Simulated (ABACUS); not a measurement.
# BN (R3m) in ABACUS: further runs

One crystal, BN, is run at these levels: OLYP; tasks: band structure, equation of state.

Program: ABACUS 3.10.1. These are calculated values, not measurements. Logs are shortened: lines on timing, memory, paths and dates and some standing lists are left out, and cuts for length are marked.

## (1) Starting point

Symmetry: R3m, No. 160, trigonal system. The conventional cell has a = 2.502 Å, b = 2.502 Å, c = 10.119 Å, α = 90.00°, β = 90.00°, γ = 120.00°. N (site symmetry 3m) is surrounded by 3 B at 1.44 Å. B (site symmetry 3m) has 3 N at 1.44 Å as nearest neighbours.

The cell is a database's computed one.

## (2) Band structure, OLYP

INPUT reads:

```
INPUT_PARAMETERS
suffix              BN
calculation         nscf
basis_type          pw
pseudo_dir          ./
symmetry            -1
dft_functional      GGA_X_OPTX+GGA_C_LYP
ecutwfc             84.0
pseudo_rcut         10
nspin               1
nbands              14
ks_solver           dav
smearing_method     fd
smearing_sigma      0.00367493
scf_thr             1e-08
scf_nmax            100
mixing_type         broyden
mixing_beta         0.7
init_chg            file
pw_diag_thr         1e-07
out_band            1
kpar                4
```

STRU reads:

```
ATOMIC_SPECIES
N 14.0070 N_ONCV_PBE-1.2.upf
B 10.8100 B_ONCV_PBE-1.2.upf

LATTICE_CONSTANT
1.8897261246

LATTICE_VECTORS
1.2511217832 0.7223354983 3.3729344033
-1.2511217832 0.7223354983 3.3729344033
0.0000000000 -1.4446709966 3.3729344033

ATOMIC_POSITIONS
Direct

N
0.0
1
0.6672382000 0.6672382000 0.6672382000 1 1 1

B
0.0
1
0.0003288000 0.0003288000 0.0003288000 1 1 1
```

KPT reads:

```
K_POINTS
13
Line
0.00000000 0.00000000 0.00000000 10 // G
0.50000000 0.00000000 0.00000000 10 // L
0.50000000 0.19724198 -0.19724198 1 // B1
0.80275802 0.50000000 0.19724198 10 // B
0.50000000 0.50000000 0.50000000 10 // Z
0.00000000 0.00000000 0.00000000 10 // G
0.34862099 0.00000000 -0.34862099 1 // X
0.65137901 0.34862099 0.00000000 10 // Q
0.50000000 0.50000000 0.00000000 10 // F
0.65137901 0.65137901 0.19724198 10 // P1
0.50000000 0.50000000 0.50000000 1 // Z
0.50000000 0.00000000 0.00000000 10 // L
0.80275802 0.34862099 0.34862099 1 // P
```

Potentials or basis: SG15 ONCV 1.2 PBE, plane waves.

Command:

```console
$ OMP_NUM_THREADS=1 mpirun -np 4 abacus > log
```

running log:

```text
ABACUS v3.10.1

               Atomic-orbital Based Ab-initio Computation at UStc

 ------------------------------------------------------------------------------------

 READING GENERAL INFORMATION
                           global_out_dir = OUT.BN/
                           global_in_card = INPUT
                               pseudo_dir = ./
                              orbital_dir =
                                    DSIZE = 4
                                    GSIZE = 1
[... 5 lines left out ...]

 READING ATOM TYPE 1
                               atom label = N
                      L=0, number of zeta = 1
                      L=1, number of zeta = 1
                      L=2, number of zeta = 1
             number of atom for this type = 1

 READING ATOM TYPE 2
                               atom label = B
                      L=0, number of zeta = 1
                      L=1, number of zeta = 1
                      L=2, number of zeta = 1
             number of atom for this type = 1

                        TOTAL ATOM NUMBER = 2
DIRECT COORDINATES
    atom                   x                   y                   z     mag                  vx                  vy                  vz
taud_N1            0.6672382000        0.6672382000        0.6672382000  0.0000        0.0000000000        0.0000000000        0.0000000000
taud_B1            0.0003288000        0.0003288000        0.0003288000  0.0000        0.0000000000        0.0000000000        0.0000000000

                          Volume (Bohr^3) = 123.422
                             Volume (A^3) = 18.2893

 Lattice vectors: (Cartesian coordinate: in unit of a_0)
             +1.25112           +0.722335            +3.37293
             -1.25112           +0.722335            +3.37293
                   +0            -1.44467            +3.37293
 Reciprocal vectors: (Cartesian coordinate: in unit of 2 pi/a_0)
            +0.399641           +0.230733          +0.0988259
            -0.399641           +0.230733          +0.0988259
                   +0           -0.461466          +0.0988259
 The esolver type has been set to : ksdft_pw

                PAO radial cut off (Bohr) = 10

 Read in pseudopotential file is N_ONCV_PBE-1.2.upf
                     pseudopotential type = NC
          exchange-correlation functional = PBE
                 nonlocal core correction = 0
                        valence electrons = 5
                                     lmax = 1
                           number of zeta = 0
                     number of projectors = 4
                           L of projector = 0
                           L of projector = 0
                           L of projector = 1
                           L of projector = 1
 XC functional updated to : GGA_X_OPTX+GGA_C_LYP
          exchange-correlation functional = GGA_X_OPTX+GGA_C_LYP
                PAO radial cut off (Bohr) = 10

 Read in pseudopotential file is B_ONCV_PBE-1.2.upf
                     pseudopotential type = NC
          exchange-correlation functional = PBE
                 nonlocal core correction = 0
                        valence electrons = 3
                                     lmax = 1
                           number of zeta = 0
                     number of projectors = 4
                           L of projector = 0
                           L of projector = 0
                           L of projector = 1
                           L of projector = 1
 XC functional updated to : GGA_X_OPTX+GGA_C_LYP
          exchange-correlation functional = GGA_X_OPTX+GGA_C_LYP
     initial pseudo atomic orbital number = 0

 SETUP THE ELECTRONS NUMBER
             electron number of element N = 5
       total electron number of element N = 5
             electron number of element B = 3
       total electron number of element B = 3
            AUTOSET number of electrons:  = 8
                           occupied bands = 4
                                   NBANDS = 14
                                   NLOCAL = 18

 SETUP THE PLANE WAVE BASIS
 energy cutoff for charge/potential (unit:Ry) = 336
            fft grid for charge/potential = [ 45, 45, 45 ]
                        fft grid division = [ 1, 1, 1 ]
        big fft grid for charge/potential = [ 45, 45, 45 ]
                                     nbxx = 91125
                                     nrxx = 91125

 SETUP PLANE WAVES FOR CHARGE/POTENTIAL
                    number of plane waves = 12787
                         number of sticks = 821

 PARALLEL PW FOR CHARGE/POTENTIAL
     PROC   COLUMNS(POT)             PW
        1            821          12787
 --------------- sum -------------------
        1            821          12787
                            number of |g| = 1041
                                  max |g| = 30.379
                                  min |g| = 0

----------- Double Check Mixing Parameters Begin ------------
mixing_type: broyden
mixing_beta: 0.7
mixing_gg0: 1
mixing_gg0_min: 0.1
mixing_ndim: 8
----------- Double Check Mixing Parameters End ------------

 SETUP K-POINTS
                                    nspin = 1
                                   nkstot = 94
K-POINTS DIRECT COORDINATES
 KPOINTS    DIRECT_X    DIRECT_Y    DIRECT_Z  WEIGHT
       1  0.00000000  0.00000000  0.00000000  1.0000
       2  0.05000000  0.00000000  0.00000000  1.0000
       3  0.10000000  0.00000000  0.00000000  1.0000
       4  0.15000000  0.00000000  0.00000000  1.0000
       5  0.20000000  0.00000000  0.00000000  1.0000
       6  0.25000000  0.00000000  0.00000000  1.0000
[... 22 lines left out ...]
      29  0.59082741  0.50000000  0.40917259  1.0000
      30  0.56055160  0.50000000  0.43944840  1.0000
[... 64 further k points ...]

           k-point number in this process = 24
       minimum distributed K point number = 23

[... K-POINTS CARTESIAN COORDINATES: 24 rows ...]

[... K-POINTS DIRECT COORDINATES: 24 rows ...]

 SETUP PLANE WAVES FOR WAVE FUNCTIONS
     energy cutoff for wavefunc (unit:Ry) = 84
              fft grid for wave functions = [ 45, 45, 45 ]
                    number of plane waves = 2187
                         number of sticks = 251

 PARALLEL PW FOR WAVE FUNCTIONS
     PROC   COLUMNS(POT)             PW
        1            251           2187
 --------------- sum -------------------
        1            251           2187

 SETUP NONLOCAL PSEUDOPOTENTIALS IN PLANE WAVE BASIS
 N non-local projectors:
 projector 1 L=0
 projector 2 L=0
 projector 3 L=1
 projector 4 L=1
 B non-local projectors:
 projector 1 L=0
 projector 2 L=0
 projector 3 L=1
 projector 4 L=1
      TOTAL NUMBER OF NONLOCAL PROJECTORS = 16

 Init Non-Local PseudoPotential table :
 Init Non-Local-Pseudopotential done.

                                     npwx = 1613

 -------------------------------------------
 NONSELF-CONSISTENT
 -------------------------------------------
                                 init_chg = file
 try to read charge from file
 Read in the charge density: OUT.BN//BN-CHARGE-DENSITY.restart

 PW ALGORITHM --------------- ION=   1  ELEC=   1--------------------------------
 k(1/94) Iter steps (avg)=17 threshold=1e-07
 k(2/94) Iter steps (avg)=26 threshold=1e-07
 k(3/94) Iter steps (avg)=20 threshold=1e-07
 k(4/94) Iter steps (avg)=18 threshold=1e-07
 k(5/94) Iter steps (avg)=19 threshold=1e-07
 k(6/94) Iter steps (avg)=15 threshold=1e-07
 k(7/94) Iter steps (avg)=14 threshold=1e-07
 k(8/94) Iter steps (avg)=13 threshold=1e-07
 k(9/94) Iter steps (avg)=15 threshold=1e-07
 k(10/94) Iter steps (avg)=15 threshold=1e-07
[... 4 lines left out ...]
 k(15/94) Iter steps (avg)=17 threshold=1e-07
 k(16/94) Iter steps (avg)=15 threshold=1e-07
 k(17/94) Iter steps (avg)=22 threshold=1e-07
 k(18/94) Iter steps (avg)=18 threshold=1e-07
 k(19/94) Iter steps (avg)=15 threshold=1e-07
 k(20/94) Iter steps (avg)=15 threshold=1e-07
 k(21/94) Iter steps (avg)=13 threshold=1e-07
 k(22/94) Iter steps (avg)=14 threshold=1e-07
 k(23/94) Iter steps (avg)=14 threshold=1e-07
 k(24/94) Iter steps (avg)=14 threshold=1e-07
[... levels at 24 k points of this process ...]

 Density error is 0.00000000000
                          Error Threshold = 1.00000000000e-07
----------------------------------------------------------
     Energy           Rydberg                 eV
----------------------------------------------------------
 E_KohnSham     -25.6874763749       -349.4960459397
 E_KS(sigma->0) -25.6874763749       -349.4960459397
 E_Harris       -25.6874763749       -349.4960459397
 E_band         -1.3709427006        -18.6526323590
 E_one_elec     -8.8348521863        -120.2043307212
 E_Hartree      8.5872437106         116.8354445792
 E_xc           -7.4191030198        -100.9420751185
 E_Ewald        -18.0207648795       -245.1850846792
 E_entropy(-TS) 0.0000000000         0.0000000000
 E_descf        0.0000000000         0.0000000000
 E_exx          0.0000000000         0.0000000000
 E_Fermi        0.4938575540         6.7192767353
----------------------------------------------------------

 charge density convergence is achieved
 final etot is -349.49604594 eV
 EFERMI = 6.7192767353 eV

 STATE ENERGY(eV) AND OCCUPATIONS    NSPIN == 1
 1/24 kpoint (Cartesian) = 0.0000 0.0000 0.0000 (1579 pws)
       1       -13.0787      0.0212766
       2       0.475704      0.0212766
       3        3.30115      0.0212766
       4        3.30115      0.0212766
       5        10.7244    3.46822e-37
       6        16.3204    8.58223e-86
       7        16.3204    8.58223e-86
       8        17.7786        0.00000
       9        19.5530        0.00000
      10        30.9907        0.00000
      11        33.2272        0.00000
      12        34.1642        0.00000
      13        34.1642        0.00000
      14        37.1477        0.00000

 2/24 kpoint (Cartesian) = 0.019982 0.011537 0.0049413 (1579 pws)
       1       -13.0295      0.0212766
       2       0.530081      0.0212766
       3        3.09284      0.0212766
       4        3.20448      0.0212766
       5        10.8265    4.49829e-38
       6        16.3059    1.14710e-85
       7        16.5376    1.11482e-87
       8        17.6082        0.00000
       9        19.7059        0.00000
      10        31.1210        0.00000
      11        32.4394        0.00000
      12        33.4815        0.00000
      13        34.1600        0.00000
      14        37.7109        0.00000

 3/24 kpoint (Cartesian) = 0.039964 0.023073 0.0098826 (1578 pws)
       1       -12.8828      0.0212766
       2       0.692215      0.0212766
       3        2.51173      0.0212766
       4        2.93712      0.0212766
       5        11.1144    1.41921e-40
       6        16.2694    2.38043e-85
       7        17.1197        0.00000
       8        17.1637        0.00000
       9        20.1324        0.00000
      10        30.7693        0.00000
      11        31.5536        0.00000
      12        32.2846        0.00000
      13        34.3223        0.00000
      14        38.4340        0.00000

 4/24 kpoint (Cartesian) = 0.059946 0.034610 0.014824 (1593 pws)
       1       -12.6417      0.0212766
       2       0.957635      0.0212766
       3        1.66000      0.0212766
       4        2.55395      0.0212766
       5        11.5487    2.40103e-44
       6        16.2102    7.78115e-85
       7        16.3899    2.13633e-86
       8        18.1349        0.00000
       9        20.7525        0.00000
      10        29.1209        0.00000
      11        31.1045        0.00000
      12        32.0283        0.00000
      13        34.4928        0.00000
      14        38.8049        0.00000

 5/24 kpoint (Cartesian) = 0.079928 0.046147 0.019765 (1603 pws)
       1       -12.3117      0.0212766
       2       0.632217      0.0212766
       3        1.33389      0.0212766
       4        2.11717      0.0212766
       5        12.0839    5.39201e-49
       6        15.4304    4.61427e-78
       7        16.2208    6.28650e-85
       8        19.3720        0.00000
       9        21.4641        0.00000
      10        27.6219        0.00000
      11        30.0453        0.00000
      12        32.3298        0.00000
      13        34.5680        0.00000
      14        38.4759        0.00000

 6/24 kpoint (Cartesian) = 0.099910 0.057683 0.024706 (1603 pws)
       1       -11.9027      0.0212766
       2      -0.458100      0.0212766
       3        1.67988      0.0212766
       4        1.78911      0.0212766
       5        12.6318    9.38255e-54
       6        14.4535    1.41138e-69
       7        16.2469    3.73480e-85
       8        20.7932        0.00000
       9        22.1354        0.00000
      10        26.3894        0.00000
      11        29.1350        0.00000
      12        31.9512        0.00000
      13        34.6810        0.00000
      14        37.8418        0.00000

[... levels at 18 further k points ...]

 --------------------------------------------
 !FINAL_ETOT_IS -349.4960459396896 eV
 --------------------------------------------

 Output bands in file: OUT.BN/BANDS_1.dat
```

Wall time 5.5 s (4 MPI ranks of Intel Xeon 6975P-C (Granite Rapids), shared host); peak memory 0.36 GiB.

Results:

```
Band gap along the path : 4.52 eV, indirect (least direct gap 4.82 eV)
```

Levels at the corners of the path, in eV from the Fermi level:
```tsv
point	band 1	band 2	band 3	band 4	band 5	band 6	band 7	band 8	band 9
Γ	-19.78	-6.22	-3.40	-3.40	4.03	9.62	9.62	11.08	12.85
L	-16.63	-10.97	-6.20	-2.66	3.40	8.09	11.84	13.70	18.42
B1	-16.09	-10.00	-8.96	-2.38	2.90	11.07	12.55	14.29	16.83
B	-16.09	-10.00	-8.96	-2.38	2.90	11.07	12.55	14.29	16.83
Z	-19.54	-7.97	-3.41	-3.41	8.56	9.56	9.56	10.36	14.60
Γ	-19.78	-6.22	-3.40	-3.40	4.03	9.62	9.62	11.08	12.85
X	-16.03	-9.98	-9.14	-2.15	2.75	11.00	12.37	14.87	16.19
Q	-16.03	-9.98	-9.14	-2.15	2.75	11.00	12.37	14.87	16.19
F	-16.56	-10.86	-6.25	-3.17	2.52	8.05	12.94	16.15	18.54
P1	-16.67	-10.71	-6.20	-3.46	3.16	8.12	13.03	15.20	19.06
Z	-19.54	-7.97	-3.41	-3.41	8.56	9.56	9.56	10.36	14.60
L	-16.63	-10.97	-6.20	-2.66	3.40	8.09	11.84	13.70	18.42
P	-16.67	-10.71	-6.20	-3.46	3.16	8.12	13.03	15.20	19.06
```

Caveat: the density is read from an earlier self-consistent run, whose mesh may be coarse.

(Part 1 of 2 ends here.)
